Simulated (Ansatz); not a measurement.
# Relativistic treatment of Ag

```
Ag
1.0
     0.00000    2.04310    2.04310
     2.04310    0.00000    2.04310
     2.04310    2.04310    0.00000
Ag
1
Direct
  0.00000 0.00000 0.00000
```

The cell is COD entry 9008459, as deposited and not checked against the literature; nothing was relaxed.

One fixed cell is solved with PBE by frozen-core PAW in Ansatz 0.2.0 under different relativistic treatments. Pressure is positive in compression.

The runs use a Γ-centred 15×15×15 k mesh, Fermi–Dirac smearing of 0.05 eV, cutoff 420 eV, no spin polarisation.

```tsv
setting	P (GPa)	lowest level at Γ above −25 eV, from the valence-band top or, without a gap, the Fermi level (eV)
scalar-relativistic	?	-7.93
with spin–orbit coupling	?	-7.93
```

What belongs in the row "scalar-relativistic", column "P (GPa)"?

4.56.

Give the missing entry: row "with spin–orbit coupling", column "P (GPa)".

4.41.
